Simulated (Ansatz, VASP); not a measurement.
## Ni: VASP beside Ansatz

INCAR

```
ALGO = Fast
EDIFF = 1E-6
ENCUT = 520
ISIF = 2
ISMEAR = -1
ISPIN = 2
LASPH = True
LCHARG = False
LMAXMIX = 4
LORBIT = 11
LREAL = False
LWAVE = False
MAGMOM = 1
NBANDS = 15
NELM = 150
PREC = Accurate
SIGMA = 0.05
```

Contents of KPOINTS:

```
k-points
0
Gamma
  13 13 13
```

File POSCAR:

```
Ni
1.0
    0.0000000000      1.7716516424      1.7716516424
    1.7716516424      0.0000000000      1.7716516424
    1.7716516424      1.7716516424      0.0000000000
Ni
1
Direct
    0.0000000000      0.0000000000      0.0000000000
```

Contents of input.yaml:

```yaml
crystal:
  lattice:
    - [0.0, 1.7716516424, 1.7716516424]
    - [1.7716516424, 0.0, 1.7716516424]
    - [1.7716516424, 1.7716516424, 0.0]
  atoms:
    - { symbol: Ni, position: [0.0, 0.0, 0.0], spin: 1.0 }
kpoints:
  mp_grid: { grid: [13, 13, 13] }
scf:
  occupations: { method: fermi_dirac, width: 0.05 }
hamiltonian:
  xc: lda
  pseudopotentials: { kind: all_electron, lapw: { basis_error: 0.001 } }
magnetization:
  spin_polarized: true
output:
  forces: true
  stress: true
  eigenvalues: true
```

Change from the starting cell: volume scaled by 1.06.

Alike in both runs: task single point; functional LDA; k mesh 13 × 13 × 13; occupations fermi-dirac, width 0.05 eV; collinear spin.

|  | VASP | Ansatz |
| --- | --- | --- |
| version | VASP 6.6.1 | Ansatz 0.2.0 |
| potentials or method | VASP PAW LDA potentials, release 64 (Ni) | all-electron LAPW, scalar-relativistic |
| plane-wave cutoff (eV) | 520 | see its input |

```csv
,VASP,Ansatz,Ansatz less VASP
gap on the k mesh at the Fermi level (eV),none,none,-
pressure (GPa),-20.3,-20.6,-0.26
net moment per atom (μB),0.62,0.63,+0.009
size of the moment on the site where the two differ most (μB),0.62,0.64,+0.021
```

Site moments also hang on the region over which each program counts them. A gap of «none» marks a metal or a gap that the smearing closes. Ansatz ran all-electron here, so the differences hold the error of VASP's frozen core and of both bases.

Caveats: so large a pressure means that the cell lies far from this level's equilibrium, or that cutoff or potentials fall short (VASP).
